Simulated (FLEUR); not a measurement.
Crystal: CoO.

```
Co O
1.0
     1.60222    0.92504    2.56647
    -1.60222    0.92504    2.56647
     0.00000   -1.85008    2.56647
Co O
1 1
Direct
  0.99898 0.99898 0.99898
  0.75102 0.75102 0.75102
```

Measurements of this composition are mostly on another form, of space group No. 225.

Base run:

| Property | Result |
| --- | --- |
| Program | FLEUR MaX-R8.1 (later development tree) |
| Functional | PBEsol |
| Potentials or basis | all-electron |
| Basis | FLAPW |
| Kmax | 5.24 1/bohr |
| k mesh | 8 × 8 × 8 |
| Occupations | fermi-dirac, width 0.05 eV |
| Spin | collinear spin, ferromagnetic start |
| Starting moments | [2.0, 0.0] μB |
| Hubbard terms | Co d U = 6 eV |

Its results: band gap on the k mesh 0.46 eV, direct; net moment 3.00 μB per cell; site moments Co +2.63; O +0.15 μB.

Q: The run is repeated on the same cell with these changes: hubbard terms from Co d U = 6 eV to Co d U = 5 eV. What comes out?

A: Band gap on the k mesh 0.34 eV, direct; net moment 3.00 μB per cell; site moments Co +2.61; O +0.17 μB.

Caveats: a cell with one magnetic atom can't hold antiferromagnetic order, which such compounds often take.

